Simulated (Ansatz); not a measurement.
Pb:

```xyz
2
Lattice="3.4800 0.0000 0.0000 -1.7400 3.0138 0.0000 0.0000 0.0000 5.5900" Properties=species:S:1:pos:R:3 pbc="T T T"
Pb    1.7400    1.0046    4.1925
Pb    0.0000    2.0092    1.3975
```

This isn't the form of Pb at room conditions, which is fcc.

A run of Ansatz 0.2.0 on this cell left the log below. Logs are shortened: lines on timing, memory, paths and dates and some standing lists are left out, and cuts for length are marked.

```text
Warning: RAYON_NUM_THREADS=1 ignored (pool sized by the plan → 1); use --threads N
The last accepted step is kept in <dir> (removed where the run ends without a failure and the disk answers)
LAPW: plane waves up to 6.761 Å⁻¹, error target 1.0e-3 eV per atom; small_component_spin mean_spin; Pb in spheres of 1.669 Å, 36 of its electrons in bands, Dirac shells [] (how accurate: hamiltonian.pseudopotentials.lapw.basis_error, Limitations)
Engine: ansatz 0.2.0, aarch64-unknown-linux-gnu
Pseudopotentials: kind: all_electron
Pseudopotential: Pb, LAPW, valence charge 36, lapw/all_electron/scalar/gaussian/Pb, Koelling and Harmon's equation, gaussian nucleus
Functional definition: PBEsol
  exchange = pbesol_x
  correlation = pbesol_c
Crystal: 2 atoms, lattice volume = 58.627 Å³
Basis set: ecut = 174.1746881991193 eV, 313 PW (Γ), exchange–correlation at level 2
Bands: 44, of which v1, the nominal top of the filled ones, is band 36 counted from 1 (35 counted from 0)
Symmetry: 24 space group operations
Space group: P63/mmc (ITA 194), of the structure as read, at distance tolerance 3.9e-5 Å
k-points: 36 of 405
Non-local potential: Pb, projectors of the file, none
Initial density: superposition of atomic densities (chi_scale 0.1, normalization cell)
Initial wavefunctions: plane waves of lowest kinetic energy (no species holds an atomic orbital)
Functional: x = pbesol(κ = 0.804, μ = 0.12345679012345678), c = pbesol(β = 0.046)
iter 1 solved again at ethr=1.39e-5 eV; its pass at ethr=1.00e-1 eV (dr2=1.00e-2 eV) is discarded
SCF iter   1: F=—  HF=-1135830.305335 eV  |F-HF|=—  |Δ(HF+E_count)|=         —  Δρ=4.36e-3  dr2=1.01e-2  ethr=1.39e-5  ⟨swp⟩=3.4  Hψ=10297  notcnv=0
preconditioner: auto → LDOS  [metal: Δε(μ)=0.111 eV  Ē_g=19.846 eV  σ=0.050 eV  W_gap=0.44  n_scr=22 (ndim 8)  ℏωp=25.7 eV  f_vac=0.021  D(μ)=1.12/eV (n_scr^D=2)  β→1.0]
iter 2 solved again at ethr=7.41e-7 eV; its pass at ethr=1.39e-5 eV (dr2=5.33e-4 eV) is discarded
SCF iter   2: F=—  HF=-1135830.292236 eV  |F-HF|=—  |Δ(HF+E_count)|=   1.31e-2  Δρ=1.18e-3  dr2=5.33e-4  ethr=7.41e-7  ⟨swp⟩=2.0  Hψ=8136  notcnv=0
SCF iter   3: F=—  HF=-1135830.274178 eV  |F-HF|=—  |Δ(HF+E_count)|=   1.81e-2  Δρ=8.21e-4  dr2=3.08e-4  ethr=7.41e-7  ⟨swp⟩=3.0  Hψ=5133  notcnv=0
SCF iter   4: F=—  HF=-1135830.273022 eV  |F-HF|=—  |Δ(HF+E_count)|=   1.16e-3  Δρ=2.97e-4  dr2=4.08e-5  ethr=4.27e-7  ⟨swp⟩=2.0  Hψ=4652  notcnv=0
[... 56 lines left out ...]
SCF 6 converged in 2 iterations: F = -1135830.087358 eV  dr2 = 1.92e-8
relax step   6: F+E_penalty+E_count = -1135830.08735790 eV  Δ(F+E_penalty+E_count) = -3.474e-5 eV  max|allowed force component| = 9.252e-18 eV/Å  Δτ_max = 0.0000 Å  P = +9.987 GPa  Ω = 51.643 Å³  stress off target by 1.93e-2 GPa  SCF on the basis re-selected at this cell (its energy is not comparable with the rows above)  (2 SCF iters)
basis re-selected at this cell: Δ(F+E_penalty+E_count) = -3.474e-5 eV, ΔP = -0.000 GPa vs the last step (what re-selecting the basis moved, after the strain that the cell walked since its last selection, with what the two solves' SCF thresholds leave and, on support functions, any second-order correction that the steps lacked; it is no measure of the basis error at this ecutwfc). This SCF's stress stands 1.93e-2 GPa from its target on what of the cell is left free (relax.cell.stress_tol is 5.00e-2 GPa) and its largest allowed force component is 9.25e-18 eV/Å (relax.f_tol is 1.00e-2 eV/Å): within both
SCF converged after 2 iterations
Free energy (F): -1135830.087358 eV
Harris-Foulkes:  -1135830.087358 eV  (|F-HF|=1.70e-8)
Internal energy: -1135830.077023 eV  (E = F + TS)
E sigma→0 (E₀):  -1135830.082191 eV
Entropy (-TS):   -0.010335 eV (-5.167 meV/atom)
Fermi energy:    18.697619 eV
--- Per-component energies (eV) ---
  E_band       = -4165.829119
  E_kinetic    = 1309473.429383
  E_xc         = -20858.102744
  E_electrostatic = -2424445.403662  (all electrons and nuclei)
  E_smearing   = -0.010335  (= −TS)
  E_closure    = 0.000000  (closes the sum)
  E_atoms      = -1135822.357311  (free atoms, spherical and without spin; not in F)
  Σ components = -1135830.087358   (vs F -1135830.087358, Δ=0.00e0)
  Basis errors (estimates in eV, not in F): energy 2.7e-4 per atom: plane waves 2.7e-4 (1.4e-4 summed), levels above the bands 1.1e-87, relativity 2.8e-8, radial functions 3.2e-6, core shells 2.2e-8; eigenvalues (radial functions only) 1.2e-5; not estimated: angular momenta, meshes, grids; target (lapw.basis_error) 1.0e-3; muffin-tin radii Pb 1.600 Å
--- Forces (eV/Å), atoms counted from 1 ---
  atom   1  Pb    -0.00000000    -0.00000000     0.00000000
  atom   2  Pb    -0.00000000     0.00000000    -0.00000000
  max |Σ_I F_I| component: 2.89e-18 eV/Å
--- Stress (GPa, compression-positive) ---
        9.980730       0.000000       0.000000
        0.000000       9.980730       0.000000
        0.000000       0.000000      10.000710
  P = ⅓ Tr σ = 9.9874 GPa (99.874 kbar)
--- Relaxed structure (5 steps of the walk, 5 accepted, 1 SCFs on fresh bases) ---
  F+E_penalty+E_count = -1135830.08735790 eV   max|allowed force component| = 9.252e-18 eV/Å   (the final SCF, on the basis selected at the relaxed cell)
  cell:  # Å, volume = 51.6434 Å³
    - [3.2754715685618474, 1.6101910658109197e-32, 4.150476956039165e-18]
    - [-1.6377357842809237, 2.8366415877482223, -2.0752384780195823e-18]
    - [6.6670017770525476e-18, 7.390163553306665e-34, 5.558232405532547]
  atoms:
    - { symbol: Pb, position: [0.6666666666666666, 0.3333333333333333, 0.7499999999999998] }
    - { symbol: Pb, position: [0.3333333333333333, 0.6666666666666666, 0.24999999999999997] }
```

Q: Write the input and the command behind it.

A: Relaxation of cell and atoms with PBEsol, no spin polarisation. The files as run (others can give the same):

input.yaml
```yaml
crystal:
  lattice:
    - [3.48, 0.0, 0.0]
    - [-1.74, 3.0137684052, 0.0]
    - [0.0, 0.0, 5.59]
  atoms:
    - { symbol: Pb, position: [0.6666666667, 0.3333333333, 0.75] }
    - { symbol: Pb, position: [0.3333333333, 0.6666666667, 0.25] }
kpoints:
  mp_grid: { grid: [9, 9, 5] }
scf:
  occupations: { method: fermi_dirac, width: 0.05 }
hamiltonian:
  xc: pbesol
  pseudopotentials: { kind: all_electron, lapw: { basis_error: 0.001 } }
output:
  forces: true
  stress: true
relax:
  f_tol: 0.01
  max_steps: 60
  cell: { p_target: 10.0 }
```

Potentials or basis: all-electron LAPW, scalar-relativistic.
The run is started by
```console
$ ansatz run input.yaml --threads 1 --pin off --max-ram 3072MiB --backend cpu --events-out ev --progress --plain --runs-dir out
```
